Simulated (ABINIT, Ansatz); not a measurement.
**How the form of the self-energy moves the gap of BAs (F-43m)**

Aim: compare treatments of exchange, screening and correlation for the gap of BAs (F-43m).

Method: PBE and many-body steps on it, plane waves, in ABINIT 10.8.3.

**What was measured.**

- Gap 1.82 eV: indirect gap from Tauc plot of optical absorption; UV-visible absorption, indirect Tauc plot; 300 K; bulk crystal (three thin as-grown single crystals with the same absorption edge) (“Photoluminescence mapping and time-domain thermo-photoluminescence for rapid imaging and measurement of thermal conductivity of boron arsenide”, 2019, arxiv:1910.07149).

- Gap 4.12 eV: direct gap from square of absorption coefficient, average of two samples; spectroscopic ellipsometry; 300 K; bulk crystal (CVT-grown opaque bulk crystals) (“Optical properties of cubic boron arsenide”, 2019, arxiv:1911.04914).

- Gap 2.02 eV: indirect gap from square root of absorption coefficient, average of three samples; transmission and reflection spectroscopy; 300 K; bulk crystal (CVT-grown platelets about 10 um thick) (“Optical properties of cubic boron arsenide”, 2019, arxiv:1911.04914).

## Step 1: Starting point

The structure is cubic, space group F-43m (No. 216). The conventional cell has a = 4.777 Å, b = 4.777 Å, c = 4.777 Å, α = 90.00°, β = 90.00°, γ = 90.00°. Nearest to B lie 4 As at 2.07 Å. As has 4 B at 2.07 Å nearest. Farther neighbours are not listed.

Structure file:

```cif
data_structure
_symmetry_space_group_name_H-M 'P 1'
_symmetry_Int_Tables_number 1
_cell_length_a 3.3778
_cell_length_b 3.3778
_cell_length_c 3.3778
_cell_angle_alpha 60.000
_cell_angle_beta 60.000
_cell_angle_gamma 60.000
_cell_volume 27.25
loop_
_atom_site_label
_atom_site_type_symbol
_atom_site_fract_x
_atom_site_fract_y
_atom_site_fract_z
_atom_site_occupancy
B1 B 0.00000 0.00000 0.00000 1
As2 As 0.25000 0.25000 0.25000 1
```

The cell and positions come from the Crystallography Open Database and are kept as given unless a step says otherwise.

## Step 2: Empty states on the mesh, 6×6×6 mesh, 516 bands

This step: ABINIT 10.8.3; DFT, PBE, plane waves, norm-conserving pseudopotentials.

The sums over transitions need many empty states on a uniform mesh; this step solves for them.

run.abi

```
acell 3*1.0 Angstrom
rprim 
  -0.000000000000 2.388500000000 2.388500000000
  2.388500000000 -0.000000000000 2.388500000000
  2.388500000000 2.388500000000 -0.000000000000
ntypat 2
znucl 5 33
natom 2
typat 1 2
xred 
  0.000000000000 0.000000000000 0.000000000000
  0.250000000000 0.250000000000 0.250000000000
pp_dirpath "pseudos"
pseudos "B.upf, As.upf"
ecut 44
ngkpt 6 6 6
nshiftk 1
shiftk 0 0 0
kptopt 1
chksymbreak 0
irdden 1
istwfk *1
nband 516
prtvol 0
optdriver 6
gwr_task "HDIAGO"
paral_kgb 0
occopt 1
indata_prefix "in"
outdata_prefix "out"
tmpdata_prefix "tmp"
```

Launch:

```
$ OMP_NUM_THREADS=1 mpirun -n 4 abinit run.abi > log
```

Log:

```text
.Version 10.8.3 of ABINIT. v10.8.2 released Aug 2026.

 Symmetries : space group F-4 3 m (#216); Bravais cF (face-center cubic)
[... echo of the input left out ...]
== DATASET  1 ==================================================================
-   mpi_nproc: 4, omp_nthreads: 1 (-1 if OMP is not activated)

--- !DatasetInfo
iteration_state: {dtset: 1, }
dimensions: {natom: 2, nkpt: 16, mband: 516, nsppol: 1, nspinor: 1, nspden: 1, mpw: 2637, }
cutoff_energies: {ecut:  44.0, pawecutdg:  -1.0, }
[...]
Indirect band gap semiconductor
 Fundamental gap:     1.293 (eV)
   VBM:     7.999 (eV) at k: [ 0.0000E+00,  0.0000E+00,  0.0000E+00]
   CBM:     9.292 (eV) at k: [ 3.3333E-01,  3.3333E-01,  0.0000E+00]
 Direct gap:         3.289 (eV) at k: [ 0.0000E+00,  0.0000E+00,  0.0000E+00]

== END DATASET(S) ==============================================================
================================================================================

 -outvars: echo values of variables after computation  --------
           etotal      0.0000000000E+00
            nband         516
             nkpt          16
          spgroup         216
 [... the other variables as echoed above ...]

 Calculation completed.
```

Elapsed: 65 s, on 4 MPI ranks of Intel Xeon Platinum 8375C at 2.90GHz (Ice Lake), shared host; peak memory 1.8 GiB.

Numbers from this step:

```yaml
gap: 1.293 eV
k_of_the_valence_top: 0, 0, 0
k_of_the_conduction_bottom: 0.3333, 0.3333, 0
least_direct_gap: 3.289 eV
k_points_computed: 16
lowest_point_of_the_top_converged_band_above_the_valence_top: 374.9317 eV
```

On this mesh the gap is 1.293 eV.

The density comes from a self-consistent run that is not shown.

## Step 3: Screening, 6×6×6 mesh, 214 bands, screening to 283 eV

The RPA dielectric matrix is built and inverted for each q.

This step: RPA screening on PBE, plane waves, norm-conserving pseudopotentials.

run.abi, as its differences from that of step 2:

```diff
@@ -20,10 +20,11 @@
 chksymbreak 0
-irdden 1
 istwfk *1
-nband 516
-prtvol 0
-optdriver 6
-gwr_task "HDIAGO"
-paral_kgb 0
 occopt 1
+irdwfk 1
+optdriver 3
+nband 214
+ecuteps 10.4
+inclvkb 2
+awtr 1
+symchi 1
 indata_prefix "in"
```

Log:

```text
.Version 10.8.3 of ABINIT. v10.8.2 released Aug 2026.

 Symmetries : space group F-4 3 m (#216); Bravais cF (face-center cubic)
[... echo of the input left out ...]
== DATASET  1 ==================================================================
-   mpi_nproc: 4, omp_nthreads: 1 (-1 if OMP is not activated)

--- !DatasetInfo
iteration_state: {dtset: 1, }
dimensions: {natom: 2, nkpt: 16, mband: 214, nsppol: 1, nspinor: 1, nspden: 1, mpw: 2637, }
cutoff_energies: {ecut:  44.0, pawecutdg:  -1.0, }
electrons: {nelect:   2.60000000E+01, charge:   0.00000000E+00, occopt:   1.00000000E+00, tsmear:   1.00000000E-02, }

 SCREENING: Calculation of the susceptibility and dielectric matrices

 Based on a program developped by R.W. Godby, V. Olevano, G. Onida, and L. Reining.
 Incorporated in ABINIT by V. Olevano, G.-M. Rignanese, and M. Torrent.
.Using double precision arithmetic ; gwpc =  8

[... cell and pseudopotentials left out ...]
--------------------------------------------------------------------------------

 ==== K-mesh for the wavefunctions ====
 Number of points in the irreducible wedge :    16
[... list of points left out ...]
 Together with 24 symmetry operations and time-reversal symmetry
 yields   216 points in the full Brillouin Zone.

 ==== Q-mesh for the screening function ====
 Number of points in the irreducible wedge :    16
[... list of points left out ...]
 Together with 24 symmetry operations and time-reversal symmetry
 yields   216 points in the full Brillouin Zone.

 setmesh: FFT mesh size selected  =    27x   27x   27
          total number of points  =        19683

 vcoul_init : cutoff-mode = AUXILIARY_FUNCTION
 q-points for optical limit:   1
     1)      0.000010    0.000020    0.000030

- screening: taking advantage of time-reversal symmetry
- Maximum band index for partially occupied states nbvw = 13
- Remaining bands to be divided among processors   nbcw = 201
- Number of bands treated by each node ~50

 Number of electrons calculated from density =   26.0000; Expected =   26.0000
 average of density, n =  0.141374
 r_s =    1.1908
 omega_plasma =   36.2695 [eV]

 calculating chi0 at frequencies [eV] :
  1    0.000000E+00    0.000000E+00
  2    0.000000E+00    3.626946E+01

--------------------------------------------------------------------------------
  q-point number  1        q = ( 0.000000, 0.000000, 0.000000) [r.l.u.]
--------------------------------------------------------------------------------
[... chi0 elements left out ...]
 For q-point:  0.000010 0.000020 0.000030
  dielectric constant =  10.5140
  dielectric constant without local fields =  11.5163

  Average fulfillment of the sum rule on Im[epsilon] for q-point    1 :     70.17  [%]
[... wings left out ...]
  q-point number  2        q = ( 0.166667, 0.000000, 0.000000) [r.l.u.]
--------------------------------------------------------------------------------
[... chi0 elements left out ...]
  Average fulfillment of the sum rule on Im[epsilon] for q-point    2 :     80.59  [%]

 [... 14 further q-points ...]
```

It took 8.4 min on 4 MPI ranks; peak memory 1.9 GiB.

Numbers from this step:

```yaml
eps_infinity_with_local_fields_on_this_mesh_along_the_program_s_q_direction: 10.51
the_same_without_local_fields: 11.52
plasma_frequency: 36.27 eV
plane_waves_in_the_screening_matrix: 283
```

Local fields lower ε∞ by 9 %.

## Step 4: G0W0, Godby-Needs plasmon pole

The self-energy is evaluated for the states that the input lists, and the levels follow from it, in one-shot runs by the linearised quasiparticle equation.

This step: G0W0 on PBE, plane waves, norm-conserving pseudopotentials.

run.abi, as its differences from that of step 3:

```diff
@@ -23,8 +23,17 @@
 irdwfk 1
-optdriver 3
+optdriver 4
 nband 214
+gwcalctyp 0
+ecutsigx 44
+symsigma 1
+nkptgw 2
+kptgw 
+  0.0000000000 0.0000000000 0.0000000000
+  0.3333333333 0.3333333333 0.0000000000
+bdgw 
+  11 16
+  12 15
 ecuteps 10.4
-inclvkb 2
-awtr 1
-symchi 1
+irdscr 1
+ppmodel 1
 indata_prefix "in"
```

Log:

```text
.Version 10.8.3 of ABINIT. v10.8.2 released Aug 2026.

 Symmetries : space group F-4 3 m (#216); Bravais cF (face-center cubic)
[... echo of the input left out ...]
== DATASET  1 ==================================================================
-   mpi_nproc: 4, omp_nthreads: 1 (-1 if OMP is not activated)

--- !DatasetInfo
iteration_state: {dtset: 1, }
dimensions: {natom: 2, nkpt: 16, mband: 214, nsppol: 1, nspinor: 1, nspden: 1, mpw: 2637, }
cutoff_energies: {ecut:  44.0, pawecutdg:  -1.0, }
electrons: {nelect:   2.60000000E+01, charge:   0.00000000E+00, occopt:   1.00000000E+00, tsmear:   1.00000000E-02, }

 SIGMA: Calculation of the GW corrections

 Based on a program developped by R.W. Godby, V. Olevano, G. Onida, and L. Reining.
 Incorporated in ABINIT by V. Olevano, G.-M. Rignanese, and M. Torrent.
.Using double precision arithmetic ; gwpc =  8

[... cell and pseudopotentials left out ...]
--------------------------------------------------------------------------------

 ==== K-mesh for the wavefunctions ====
 Number of points in the irreducible wedge :    16
[... list of points left out ...]
 Together with 24 symmetry operations and time-reversal symmetry
 yields   216 points in the full Brillouin Zone.

 ==== Q-mesh for screening function ====
 Number of points in the irreducible wedge :    16
[... list of points left out ...]
 Together with 24 symmetry operations and time-reversal symmetry
 yields   216 points in the full Brillouin Zone.

 vcoul_init : cutoff-mode = AUXILIARY_FUNCTION
 q-points for optical limit:   1
     1)      0.000010    0.000020    0.000030
 setmesh: FFT mesh size selected  =    40x   40x   40
          total number of points  =        64000

 Number of electrons calculated from density =   26.0000; Expected =   26.0000
 average of density, n =  0.141374
 r_s =    1.1908
 omega_plasma =   36.2695 [eV]

 === KS Band Gaps ===
  >>>> For spin  1
   Minimum direct gap =   3.2894 [eV], located at k-point      :   0.0000  0.0000  0.0000
   Fundamental gap    =   1.2928 [eV], Top of valence bands at :   0.0000  0.0000  0.0000
                                       Bottom of conduction at :   0.3333  0.3333  0.0000
 SIGMA fundamental parameters:
 PLASMON POLE MODEL  1
 number of plane-waves for SigmaX                 2637
 number of plane-waves for SigmaC and W            283
 number of plane-waves for wavefunctions          2637
 number of bands                                   214
 number of independent spin polarizations            1
 number of spinorial components                      1
 number of k-points in IBZ                          16
 number of q-points in IBZ                          16
 number of symmetry operations                      24
 number of k-points in BZ                          216
 number of q-points in BZ                          216
 number of frequencies for dSigma/dE                 9
 frequency step for dSigma/dE [eV]                0.25
 number of omega for Sigma on real axis              0
 max omega for Sigma on real axis  [eV]           0.00
 zcut for avoiding poles [eV]                     0.10

 EPSILON^-1 parameters (SCR file):
 dimension of the eps^-1 matrix on file            283
 dimension of the eps^-1 matrix used               283
 number of plane-waves for wavefunctions          2637
 number of bands                                   214
 number of q-points in IBZ                          16
 number of frequencies                               2
 number of real frequencies                          1
 number of imag frequencies                          1

 matrix elements of self-energy operator (all in [eV])

 Perturbative Calculation

--- !SelfEnergy_ee
iteration_state: {dtset: 1, }
kpoint     : [   0.000,    0.000,    0.000, ]
spin       : 1
KS_gap     :    3.289
QP_gap     :    4.159
Delta_QP_KS:    0.870
data: !SigmaeeData |
     Band     E0 <VxcDFT>   SigX SigC(E0)      Z dSigC/dE  Sig(E)    E-E0       E
       11   7.999 -14.188 -15.543   0.502   0.807  -0.239 -14.876  -0.688   7.310
       12   7.999 -14.188 -15.543   0.502   0.807  -0.239 -14.876  -0.688   7.310
       13   7.999 -14.188 -15.543   0.502   0.807  -0.239 -14.876  -0.688   7.310
       14  11.288 -13.053  -8.369  -4.460   0.810  -0.235 -12.871   0.181  11.469
       15  11.288 -13.053  -8.369  -4.460   0.810  -0.235 -12.871   0.181  11.469
       16  11.288 -13.053  -8.369  -4.460   0.810  -0.235 -12.871   0.181  11.469

--- !SelfEnergy_ee
iteration_state: {dtset: 1, }
kpoint     : [   0.333,    0.333,    0.000, ]
spin       : 1
KS_gap     :    4.744
QP_gap     :    5.570
Delta_QP_KS:    0.826
data: !SigmaeeData |
     Band     E0 <VxcDFT>   SigX SigC(E0)      Z dSigC/dE  Sig(E)    E-E0       E
       12   4.547 -13.197 -16.027   1.731   0.797  -0.255 -14.072  -0.875   3.672
       13   4.547 -13.197 -16.027   1.731   0.797  -0.255 -14.072  -0.875   3.672
       14   9.292 -11.657  -7.564  -4.153   0.817  -0.224 -11.706  -0.049   9.242
       15  11.154 -11.166  -6.440  -4.744   0.816  -0.225 -11.181  -0.015  11.138

== END DATASET(S) ==============================================================
================================================================================

 -outvars: echo values of variables after computation  --------
           etotal      0.0000000000E+00
            nband         214
             nkpt          16
          spgroup         216
 [... the other variables as echoed above ...]

 Calculation completed.
```

The job ended after 64 s (4 MPI ranks; peak memory 1.8 GiB).

This step gave:

| Item | Value |
| --- | --- |
| G0W0 gap on the points computed | 1.932 eV |
| starting gap on the mesh | 1.293 eV |
| k of the valence top | 0, 0, 0 |
| k of the conduction bottom | 0.3333, 0.3333, 0 |
| Z at the valence top | 0.807 |
| Z at the conduction bottom | 0.817 |
| least direct G0W0 gap on the computed points | 4.159 eV |

The gap on the mesh goes from 1.29 eV to 1.93 eV, a correction of +0.64 eV.

## Step 5: G0W0, Hybertsen-Louie plasmon pole

run.abi, as its differences from that of step 4:

```diff
@@ -37,3 +37,3 @@
 irdscr 1
-ppmodel 1
+ppmodel 2
 indata_prefix "in"
```

Log:

```text
.Version 10.8.3 of ABINIT. v10.8.2 released Aug 2026.

 Symmetries : space group F-4 3 m (#216); Bravais cF (face-center cubic)
[... echo of the input left out ...]
== DATASET  1 ==================================================================
-   mpi_nproc: 4, omp_nthreads: 1 (-1 if OMP is not activated)

--- !DatasetInfo
iteration_state: {dtset: 1, }
dimensions: {natom: 2, nkpt: 16, mband: 214, nsppol: 1, nspinor: 1, nspden: 1, mpw: 2637, }
cutoff_energies: {ecut:  44.0, pawecutdg:  -1.0, }
electrons: {nelect:   2.60000000E+01, charge:   0.00000000E+00, occopt:   1.00000000E+00, tsmear:   1.00000000E-02, }

 SIGMA: Calculation of the GW corrections

 Based on a program developped by R.W. Godby, V. Olevano, G. Onida, and L. Reining.
 Incorporated in ABINIT by V. Olevano, G.-M. Rignanese, and M. Torrent.
.Using double precision arithmetic ; gwpc =  8

[... cell and pseudopotentials left out ...]
--------------------------------------------------------------------------------

 ==== K-mesh for the wavefunctions ====
 Number of points in the irreducible wedge :    16
[... list of points left out ...]
 Together with 24 symmetry operations and time-reversal symmetry
 yields   216 points in the full Brillouin Zone.

 ==== Q-mesh for screening function ====
 Number of points in the irreducible wedge :    16
[... list of points left out ...]
 Together with 24 symmetry operations and time-reversal symmetry
 yields   216 points in the full Brillouin Zone.

 vcoul_init : cutoff-mode = AUXILIARY_FUNCTION
 q-points for optical limit:   1
     1)      0.000010    0.000020    0.000030
 setmesh: FFT mesh size selected  =    40x   40x   40
          total number of points  =        64000

 Number of electrons calculated from density =   26.0000; Expected =   26.0000
[...]
number of omega for Sigma on real axis              0
 max omega for Sigma on real axis  [eV]           0.00
 zcut for avoiding poles [eV]                     0.10

 EPSILON^-1 parameters (SCR file):
 dimension of the eps^-1 matrix on file            283
 dimension of the eps^-1 matrix used               283
 number of plane-waves for wavefunctions          2637
 number of bands                                   214
 number of q-points in IBZ                          16
 number of frequencies                               2
 number of real frequencies                          1
 number of imag frequencies                          1

 matrix elements of self-energy operator (all in [eV])

 Perturbative Calculation

--- !SelfEnergy_ee
iteration_state: {dtset: 1, }
kpoint     : [   0.000,    0.000,    0.000, ]
spin       : 1
KS_gap     :    3.289
QP_gap     :    4.373
Delta_QP_KS:    1.083
data: !SigmaeeData |
     Band     E0 <VxcDFT>   SigX SigC(E0)      Z dSigC/dE  Sig(E)    E-E0       E
       11   7.999 -14.188 -15.543  -0.252   0.870  -0.150 -15.586  -1.398   6.601
       12   7.999 -14.188 -15.543  -0.252   0.870  -0.150 -15.586  -1.398   6.601
       13   7.999 -14.188 -15.543  -0.252   0.870  -0.150 -15.586  -1.398   6.601
[...]
--- !SelfEnergy_ee
iteration_state: {dtset: 1, }
kpoint     : [   0.333,    0.333,    0.000, ]
spin       : 1
KS_gap     :    4.744
QP_gap     :    5.818
Delta_QP_KS:    1.074
data: !SigmaeeData |
     Band     E0 <VxcDFT>   SigX SigC(E0)      Z dSigC/dE  Sig(E)    E-E0       E
[...]
14   9.292 -11.657  -7.564  -4.711   0.875  -0.143 -12.198  -0.541   8.751
       15  11.154 -11.166  -6.440  -5.240   0.875  -0.143 -11.616  -0.450  10.704

== END DATASET(S) ==============================================================
================================================================================

 -outvars: echo values of variables after computation  --------
           etotal      0.0000000000E+00
            nband         214
             nkpt          16
          spgroup         216
 [... the other variables as echoed above ...]

 Calculation completed.
```

It took 63 s on 4 MPI ranks; peak memory 1.8 GiB; 4.2 min of CPU time.

Numbers from this step:

```yaml
g0w0_gap_on_the_points_computed: 2.150 eV
starting_gap_on_the_mesh: 1.293 eV
k_of_the_valence_top: 0, 0, 0
k_of_the_conduction_bottom: 0.3333, 0.3333, 0
z_at_the_valence_top: 0.87
z_at_the_conduction_bottom: 0.875
least_direct_g0w0_gap_on_the_computed_points: 4.373 eV
```

Against G0W0 in ABINIT (6×6×6 mesh, 214 bands, screening to 283 eV, Godby-Needs plasmon pole), the gap moves by +0.218 eV.

(Continued in part 2 of 2.)

[Paths, hosts, dates, memory and timing lines, banners, echoed tables and standing remarks are left out of the program output.]

[Logs are printed without paths, hosts, clocks, repeated set-up lines and the standing remarks that a program may print on its own settings, such as how far it seeks lower states.]

[Runs of the session that timed out or met a known fault of the program may be left out.]

[Hosts, paths, dates, database ids (printed as entryN), source tags and the programs' standing remarks are cut or masked in the printed files.]

[G0W0 gaps are taken among the corrected bands and points alone; a level outside them can change the order at an edge.]

[Where Ansatz stands beside ABINIT at settings called matched, ABINIT's density can come from a denser mesh and the files from another edition; pairs whose starting gaps differed by over 0.03 eV were left out, so agreement reads better than it is.]
